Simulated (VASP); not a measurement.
# Ba (Im-3m) in VASP: further runs

Aim: see how the results for Ba move with the level of theory and the settings. Levels: r2SCAN, r2SCAN+rVV10. Tasks: relaxation of cell and atoms.

Everything below comes from runs of VASP 6.6.1. Logs are shortened: lines on timing, memory, paths and dates and some standing lists are left out, and cuts for length are marked.

### Step 1. The structure

The structure is cubic, space group Im-3m (No. 229). The conventional cell has a = 5.025 Å, b = 5.025 Å, c = 5.025 Å, α = 90.00°, β = 90.00°, γ = 90.00°. Ba (site symmetry m-3m) has 8 Ba at 4.35 Å as nearest neighbours.

### Step 2. Relaxation of cell and atoms, r2SCAN

The input, INCAR:

```
  ALGO = Normal
  EDIFF = 1E-7
  EDIFFG = -0.005
  ENCUT = 600
  IBRION = 2
  ISIF = 3
  ISMEAR = 0
  LASPH = T
  LCHARG = F
  LMIXTAU = T
  LREAL = F
  LWAVE = F
  METAGGA = R2SCAN
  NELM = 60
  NSW = 90
  PREC = Accurate
  SIGMA = 0.1
```

The input, KPOINTS:

```
k-points
0
Gamma
  12 12 12
```

The input, POSCAR:

```
Ba
1.0
   -2.5125000000      2.5125000000      2.5125000000
    2.5125000000     -2.5125000000      2.5125000000
    2.5125000000      2.5125000000     -2.5125000000
Ba
1
Direct
    0.0000000000      0.0000000000      0.0000000000
```

Potentials or basis: VASP PAW PBE potentials, release 64 (Ba_sv).

The run is started by

```sh
cat potpaw_PBE.64/Ba_sv/POTCAR > POTCAR
mpirun -np 1 vasp_std > vasp.out
```

OUTCAR:

```text
EDIFF = 1E-7
   EDIFFG = -0.005
   ENCUT = 600
   IBRION = 2
   ISIF = 3
   ISMEAR = 0
   LASPH = T
   LREAL = F
   METAGGA = R2SCAN
   NELM = 60
   NSW = 90
   PREC = Accurate

 ion  position               nearest neighbor table
   1  0.000  0.000  0.000-

  LATTYP: Found a body centered cubic cell.
 ALAT       =     5.0250000000

  Lattice vectors:

 A1 = (  -2.5125000000,   2.5125000000,   2.5125000000)
 A2 = (   2.5125000000,  -2.5125000000,   2.5125000000)
 A3 = (   2.5125000000,   2.5125000000,  -2.5125000000)

Analysis of symmetry for initial positions (statically):
=====================================================================
 Subroutine PRICEL returns:
 Original cell was already a primitive cell.

 Routine SETGRP: Setting up the symmetry group for a
 body centered cubic supercell.

 Subroutine GETGRP returns: Found 48 space group operations
 (whereof 48 operations were pure point group operations)
 out of a pool of 48 trial point group operations.

The static configuration has the point symmetry O_h .

Analysis of symmetry for dynamics (positions and initial velocities):
=====================================================================
 Subroutine PRICEL returns:
 Original cell was already a primitive cell.

 Routine SETGRP: Setting up the symmetry group for a
 body centered cubic supercell.

 Subroutine GETGRP returns: Found 48 space group operations
 (whereof 48 operations were pure point group operations)
 out of a pool of 48 trial point group operations.

The dynamic configuration has the point symmetry O_h .

 Subroutine INISYM returns: Found 48 space group operations
 (whereof 48 operations are pure point group operations),
 and found     1 'primitive' translations

----------------------------------------------------------------------------------------

                                     Primitive cell

  volume of cell :      63.4422

  direct lattice vectors                    reciprocal lattice vectors
    -2.512500000  2.512500000  2.512500000     0.000000000  0.199004975  0.199004975
     2.512500000 -2.512500000  2.512500000     0.199004975  0.000000000  0.199004975
     2.512500000  2.512500000 -2.512500000     0.199004975  0.199004975  0.000000000

  length of vectors
     4.351777654  4.351777654  4.351777654     0.281435535  0.281435535  0.281435535

  position of ions in fractional coordinates (direct lattice)
     0.000000000  0.000000000  0.000000000

  ion indices of the primitive-cell ions
[... 91 lines left out ...]
   IALGO  =     38    algorithm
   IMIX   =      4    mixing-type and parameters
     AMIX     =   0.40;   BMIX     =  1.00
     AMIX_MAG =   1.60;   BMIX_MAG =  1.00
  volume/ion in A,a.u.               =      63.44       428.13
  Fermi-wavevector in a.u.,A,eV,Ry     =   0.884332  1.671146 10.640347  0.782043
  Thomas-Fermi vector in A             =   2.005218
   LORBIT       =      0    0 simple, 1 ext, 2 COOP (PROOUT), +10 PAW based schemes
   METAGGA = R2SCAN    functional components
   LHFCALC =     F    Hartree Fock is set to
   AEXX    =    0.0000 exact exchange contribution
   IVDW    =     0    specifies the selected vdW correction
   LEPSILON=     F    determine dielectric tensor
   LRPA    =     F    only Hartree local field effects (RPA)
 conjugate gradient relaxation of ions
 non-spin polarized calculation
 Gauss-broadening in eV      SIGMA  =   0.10
  energy-cutoff  :      600.00
  volume of cell :       63.44
 maximum number of plane-waves:      2154
   NGX = 17   NGY = 17   NGZ = 17

--------------------------------------- Ionic step        1  -------------------------------------------

 number of electron      10.0000001 magnetization

 Free energy of the ion-electron system (eV)
  ---------------------------------------------------
  ext. energy  EPLUGINS =         0.00000000
  ---------------------------------------------------
  free energy    TOTEN  =       -26.43445563 eV

  energy without entropy =      -26.42883198  energy(sigma->0) =      -26.43164381

------------------------ aborting loop because EDIFF is reached ----------------------------------------

  FORCE on cell =-STRESS in cart. coord.  units (eV):
  Direction    XX          YY          ZZ          XY          YZ          ZX
  --------------------------------------------------------------------------------------
  -------------------------------------------------------------------------------------
  Total        0.1080837      0.1080837      0.1080837     -0.0000000     -0.0000000     -0.0000000
  in kB        2.7295588      2.7295588      2.7295588     -0.0000000     -0.0000000     -0.0000000
  external PRESSURE =       2.7295588 kB  Pullay stress =       0.0000000 kB
[... 59 lines left out ...]
 number of electron       9.9999999 magnetization

 number of electron      10.0000000 magnetization

 Free energy of the ion-electron system (eV)
  ---------------------------------------------------
  ext. energy  EPLUGINS =         0.00000000
  ---------------------------------------------------
  free energy    TOTEN  =       -26.43615622 eV

  energy without entropy =      -26.43067224  energy(sigma->0) =      -26.43341423

 E-fermi :   1.5858     XC(G=0):  -7.6950

 val. band max:        1.5681259863   @ k =   0.2500   0.1667   0.1667
 cond. band min:       1.6054311693   @ k =  -0.4167  -0.4167   0.1667
 fundamental gap:      0.0373051829
 Fermi energy:         1.5857626552

 k-point     1 :       0.0000    0.0000    0.0000
  band No.  band energies     occupation
      1     -28.3914      2.00000
      2     -12.9432      2.00000
      3     -12.9432      2.00000
      4     -12.9432      2.00000
      5      -1.2719      2.00000
      6       3.6853      0.00000
      7       3.6853      0.00000
      8       3.6853      0.00000
      9       4.9906      0.00000
[... 265 lines left out ...]
 k-point    24 :       0.4167    0.0833    0.0833
  band No.  band energies     occupation
      1     -28.3514      2.00000
      2     -13.3332      2.00000
      3     -13.0936      2.00000
      4     -12.9746      2.00000
      5       1.0150      2.00000
      6       2.3587      0.00000
      7       2.5477      0.00000
      8       5.1472      0.00000
      9       5.5954      0.00000

 [... further k-points ...]

------------------------ aborting loop because EDIFF is reached ----------------------------------------

  FORCE on cell =-STRESS in cart. coord.  units (eV):
  Direction    XX          YY          ZZ          XY          YZ          ZX
  --------------------------------------------------------------------------------------
  -------------------------------------------------------------------------------------
  Total       -0.0046191     -0.0046191     -0.0046191      0.0000000      0.0000000     -0.0000000
  in kB       -0.1128513     -0.1128513     -0.1128513      0.0000000      0.0000000     -0.0000000
  external PRESSURE =      -0.1128513 kB  Pullay stress =       0.0000000 kB
[... 16 lines left out ...]
  FREE ENERGIE OF THE ION-ELECTRON SYSTEM (eV)
  ---------------------------------------------------
  free  energy   TOTEN  =       -26.4361562237 eV

  energy  without entropy=      -26.4306722403  energy(sigma->0) =      -26.43341423

 reached required accuracy - stopping structural energy minimisation
```

CONTCAR:

```text
Ba
   1.00000000000000
    -2.5403880703094317    2.5403880703094317    2.5403880703094317
     2.5403880703094317   -2.5403880703094317    2.5403880703094317
     2.5403880703094317    2.5403880703094317   -2.5403880703094317
  Ba
     1
Direct
     0.0000000000000000    0.0000000000000000    0.0000000000000000

  0.00000000E+00  0.00000000E+00  0.00000000E+00
```

It took 7.6 min on 1 thread of Intel Xeon Platinum 8488C (Sapphire Rapids), shared host; peak memory 0.26 GiB.

What came out:

```yaml
Free_energy: -26.4362 eV
Relaxed_volume: 65.58 Å³/atom
Relaxed_cell: a = 4.400 Å, b = 4.400 Å, c = 4.400 Å, α = 109.47°, β = 109.47°, γ = 109.47°
Space_group_after_relaxing_to_0.05_Å: Im-3m (No. 229)
Energy_gained_by_relaxing: 1.7 meV/atom
Ionic_steps: 3
Pressure_after_relaxing: 0.0 GPa
Band_gap_on_the_k_mesh: none (metal or under the smearing width)
```

Step by step:
```csv
step,energy change (eV),largest force (eV/Å),pressure (GPa),volume (Å³)
1,0.0000,0.0000,0.27,63.44
2,-0.0013,0.0000,0.14,64.44
3,-0.0017,0.0000,-0.01,65.58
```

Final structure:
```
Ba
1.0
    -2.54039    2.54039    2.54039
     2.54039   -2.54039    2.54039
     2.54039    2.54039   -2.54039
Ba
1
Direct
  0.00000 0.00000 0.00000
```

Caveat: the PAW data sets were made with another functional, which shifts forces and pressure a little.

### Step 3. Relaxation of cell and atoms, r2SCAN+rVV10

INCAR, as its differences from that of step 2:

```diff
@@ -1,2 +1,4 @@
   ALGO = Normal
+  BPARAM = 11.95
+  CPARAM = 0.0093
   EDIFF = 1E-7
@@ -7,2 +9,3 @@
   ISMEAR = 0
+  IVDW_NL = 2
   LASPH = T
@@ -11,2 +14,3 @@
   LREAL = F
+  LUSE_VDW = T
   LWAVE = F
```

KPOINTS is that of step 2.

POSCAR is that of step 2.

Potentials or basis: VASP PAW PBE potentials, release 64 (Ba_sv).

The run is started by

```sh
cat potpaw_PBE.64/Ba_sv/POTCAR > POTCAR
mpirun -np 1 vasp_std > vasp.out
```

It took 8 min on 1 thread of Intel Xeon Platinum 8488C (Sapphire Rapids), shared host; peak memory 0.41 GiB.

Results (log left out):

```
Free energy                            : -26.1959 eV
Relaxed volume                         : 63.70 Å³/atom
Relaxed cell                           : a = 4.358 Å, b = 4.358 Å, c = 4.358 Å, α = 109.47°, β = 109.47°, γ = 109.47°
Space group after relaxing (to 0.05 Å) : Im-3m (No. 229)
Energy gained by relaxing              : 0.0 meV/atom
Ionic steps                            : 3
Pressure after relaxing                : 0.0 GPa
Band gap on the k mesh                 : none (metal or under the smearing width)
```

Final structure:
```
Ba
1.0
    -2.51594    2.51594    2.51594
     2.51594   -2.51594    2.51594
     2.51594    2.51594   -2.51594
Ba
1
Direct
  0.00000 0.00000 0.00000
```

Levels at points of the mesh, in eV from the Fermi level:
| k point | band 3 | band 4 | band 5 | band 6 | band 7 | band 8 |
| --- | --- | --- | --- | --- | --- | --- |
| (0.00, 0.00, 0.00) | -14.43 | -14.43 | -2.88 | 2.14 | 2.14 | 2.14 |
| (0.50, 0.00, 0.00) | -14.57 | -14.43 | -0.87 | 0.89 | 1.18 | 3.53 |
| (0.50, 0.50, 0.50) | -14.74 | -14.74 | -0.60 | -0.60 | 4.64 | 4.64 |

Caveat: the PAW data sets were made with another functional, which shifts forces and pressure a little. Zero-point motion and thermal expansion aren't in these numbers.
